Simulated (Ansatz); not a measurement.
In:

```
In
1.0
     1.66964    0.96397    8.20746
    -1.66964    0.96397    8.20746
     0.00000   -1.92793    8.20746
In
3
Direct
  0.22199 0.22199 0.22199
  0.77801 0.77801 0.77801
  0.00000 0.00000 0.00000
```

This isn't the form of In at room conditions, which is tetragonal.

* Program: Ansatz 0.2.0
* Task: relaxation of cell and atoms
* Functional: PBEsol
* Dispersion: D3(BJ)-ATM
* Potentials or basis: Ansatz PAW
* Cutoff: 420 eV (not typed: the program's choice for these potentials)
* k mesh: 9 × 9 × 9
* Occupations: fermi-dirac, width 0.05 eV
* Spin: no spin polarisation

At the start: volume 26.42 Å³/atom.

Q: Where does the relaxation end?

A: It ends after 5 steps and the volume is 24.48 Å³/atom (-7.4 %); space group R-3m (No. 166, to 0.05 Å).

The path:
| step | energy change (eV) | largest force (eV/Å) | volume (Å³) |
| --- | --- | --- | --- |
| 1 | 0.0000 | 0.0239 | 79.26 |
| 2 | -0.0644 | 0.0274 | 73.23 |
| 3 | -0.0668 | 0.0080 | 73.36 |
| 4 | -0.0683 | 0.0010 | 73.43 |
| 5 | -0.0670 | 0.0011 | 73.43 |

Final structure:
```
In
1.0
     1.64725    0.95104    7.81182
    -1.64725    0.95104    7.81182
     0.00000   -1.90208    7.81182
In
3
Direct
  0.22186 0.22186 0.22186
  0.77814 0.77814 0.77814
  0.00000 0.00000 0.00000
```

Caveat: the plane-wave basis is chosen anew once the cell has moved, so the energies of steps on either side of that aren't comparable; pairwise dispersion overbinds metals, which lowers pressure and volume; the PAW data sets come from PBE, with cores solved anew for the run's functional, which leaves a small shift of forces and pressure.
